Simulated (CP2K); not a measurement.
Set up this calculation in CP2K 2026.2, as the native input.

- Task: single point
- Functional: r2SCAN
- Dispersion: rVV10
- Potentials or basis: POTENTIAL_UZH Zn GTH-SCAN-q12; TZVP-MOLOPT-SCAN-GTH basis
- Density cutoff: 9184 eV
- k mesh: 11 × 11 × 6
- Occupations: fermi-dirac, width 0.05 eV
- Spin: no spin polarisation
- SCF solver: diagonalisation with k points
- Quickstep method: GPW
- EPS_DEFAULT: 1.0E-9
- EPS_SCF: 1.0E-6
- MAX_SCF: 100
- SCF_GUESS: ATOMIC
- k points reduced by the point group: yes
- Mesh centred on Gamma: yes
- CHOLESKY: OFF
- EPS_EIGVAL: 1.0E-7
- MIXING METHOD: BROYDEN_MIXING
- MIXING ALPHA: 0.4
- NBUFFER: 8
- NGRIDS: 5
- Basis sets: Zn TZVP-MOLOPT-SCAN-GTH-q12
- Potentials: Zn GTH-SCAN-q12 of POTENTIAL_UZH
- ADDED_MOS: [10]
- REL_CUTOFF (Ry): 60 Ry
- MIXING BETA (1/bohr): 1.5 1/bohr
- CUTOFF of the grids: 675 Ry
- Cutoff of the non-local correlation (Ry): 300

The system is Zn.

```
Zn
1.0
     2.67000    0.00000    0.00000
    -1.33500    2.31229    0.00000
     0.00000    0.00000    4.96600
Zn
2
Direct
  0.66667 0.33333 0.75000
  0.33333 0.66667 0.25000
```

One way to write it, as run:

zn_scf.inp

```
&GLOBAL
  PROJECT zn_scf
  RUN_TYPE ENERGY_FORCE
  PRINT_LEVEL LOW
&END GLOBAL
&FORCE_EVAL
  METHOD QS
  STRESS_TENSOR ANALYTICAL
  &DFT
    BASIS_SET_FILE_NAME BASIS_MOLOPT_UZH
    POTENTIAL_FILE_NAME POTENTIAL_UZH
    &MGRID
      CUTOFF 675
      REL_CUTOFF 60
      NGRIDS 5
    &END MGRID
    &QS
      METHOD GPW
      EPS_DEFAULT 1.0E-9
    &END QS
    &KPOINTS
      SCHEME MONKHORST-PACK 11 11 6
      GAMMA_CENTERED T
      SYMMETRY T
      SYMMETRY_BACKEND SPGLIB
    &END KPOINTS
    &SCF
      SCF_GUESS ATOMIC
      EPS_SCF 1.0E-6
      MAX_SCF 100
      ADDED_MOS 10
      CHOLESKY OFF
      EPS_EIGVAL 1.0E-7
      &DIAGONALIZATION ON
        ALGORITHM STANDARD
      &END DIAGONALIZATION
      &MIXING ON
        METHOD BROYDEN_MIXING
        ALPHA 0.4
        BETA 1.5
        NBUFFER 8
      &END MIXING
      &SMEAR ON
        METHOD FERMI_DIRAC
        ELECTRONIC_TEMPERATURE 580.23
      &END SMEAR
    &END SCF
    &XC
      &XC_FUNCTIONAL
        &MGGA_X_R2SCAN
        &END MGGA_X_R2SCAN
        &MGGA_C_R2SCAN
        &END MGGA_C_R2SCAN
      &END XC_FUNCTIONAL
      &VDW_POTENTIAL
        POTENTIAL_TYPE NON_LOCAL
        &NON_LOCAL
          TYPE RVV10
          PARAMETERS 11.95 0.0093
          KERNEL_FILE_NAME rVV10_kernel_table.dat
          CUTOFF 300
        &END NON_LOCAL
      &END VDW_POTENTIAL
    &END XC
    &PRINT
      &KPOINTS ON
      &END KPOINTS
      &MULLIKEN ON
      &END MULLIKEN
      &MO ON
        ENERGIES T
        OCCUPATION_NUMBERS T
        &EACH
          QS_SCF 0
        &END EACH
        ADD_LAST NUMERIC
      &END MO
    &END PRINT
  &END DFT
  &SUBSYS
    &CELL
      A 2.6700000000 0.0000000000 0.0000000000
      B -1.3350000000 2.3122878281 0.0000000000
      C 0.0000000000 0.0000000000 4.9660000000
      PERIODIC XYZ
    &END CELL
    &COORD
      Zn  1.3350000001 0.7707626093 3.7245000000
      Zn  -0.0000000001 1.5415252188 1.2415000000
    &END COORD
    &KIND Zn
      BASIS_SET TZVP-MOLOPT-SCAN-GTH-q12
      POTENTIAL GTH-SCAN-q12
    &END KIND
    &PRINT
      &ATOMIC_COORDINATES ON
      &END ATOMIC_COORDINATES
      &CELL ON
      &END CELL
    &END PRINT
  &END SUBSYS
  &PRINT
    &FORCES ON
    &END FORCES
    &STRESS_TENSOR ON
    &END STRESS_TENSOR
  &END PRINT
&END FORCE_EVAL
```

Potentials or basis: POTENTIAL_UZH Zn GTH-SCAN-q12; TZVP-MOLOPT-SCAN-GTH basis.

Launch:

```bash
$ OMP_NUM_THREADS=1 cp2k.psmp -i zn_scf.inp -o zn_scf.out
```

Results of the run:

```yaml
Pressure: -6.9 GPa
Band_gap_on_the_k_mesh: none (metal or under the smearing width)
```

Caveat: the basis of atomic orbitals isn't converged, which shifts pressures, moduli and gaps.

Run time: 5.9 min on 1 thread of Arm Neoverse V1, with other jobs on the host, peak memory 0.46 GiB.
